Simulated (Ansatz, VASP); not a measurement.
Two plane-wave programs on ZnS

Contents of INCAR:

```
ALGO     = Normal         # electronic algorithm
EDIFF    = 1E-7           # SCF threshold, eV
ENCUT    = 520            # plane-wave cutoff, eV
GGA      = RP             # functional
ISIF     = 2              # what is computed and relaxed
ISMEAR   = 0              # smearing method
LASPH    = True           # aspherical terms in the spheres
LCHARG   = True           # write CHGCAR
LELF     = True           # ELF
LREAL    = False          # projectors in reciprocal space
LVHAR    = True         
LWAVE    = False          # write WAVECAR
NBANDS   = 16             # bands
NELM     = 100            # most SCF steps
PREC     = Accurate       # precision mode
SIGMA    = 0.01           # smearing width, eV
```

KPOINTS

```
k-points
0
Gamma
  6 6 6
```

POSCAR

```
ZnS
1.0
    0.0000000000      2.7020000000      2.7020000000
    2.7020000000      0.0000000000      2.7020000000
    2.7020000000      2.7020000000      0.0000000000
Zn S
1 1
Direct
    0.2500000000      0.2500000000      0.2500000000
    0.0000000000      0.0000000000      0.0000000000
```

Input for Ansatz:

```yaml
crystal:
  lattice:
    - [0.0, 2.702, 2.702]
    - [2.702, 0.0, 2.702]
    - [2.702, 2.702, 0.0]
  atoms:
    - { symbol: Zn, position: [0.25, 0.25, 0.25] }
    - { symbol: S, position: [0.0, 0.0, 0.0] }
basis:
  ecutwfc: 550.0
kpoints:
  mp_grid:
    grid: [6, 6, 6]
hamiltonian:
  xc: rpbe
scf:
  occupations:
    method: fixed
output:
  stress: true
```

Alike in both runs: task single point; functional RPBE; k mesh 6 × 6 × 6; no spin polarisation.

|  | VASP | Ansatz |
| --- | --- | --- |
| version | VASP 6.6.1 | Ansatz 0.2.0 |
| potentials or method | VASP PAW PBE potentials, release 64 (Zn, S) | plane waves, PAW |
| plane-wave cutoff (eV) | 520 | 550 |
| occupations | gaussian, width 0.01 eV | fixed |
| valence electrons in the cell | 18 | 18 |

```csv
,VASP,Ansatz,Ansatz less VASP
pressure (GPa),4.3,4.2,-0.15
```

Caveats: the PAW data sets were made with another functional, which shifts forces and pressure a little (VASP). RPBE gaps usually lie below the measured ones, often by a third to a half.
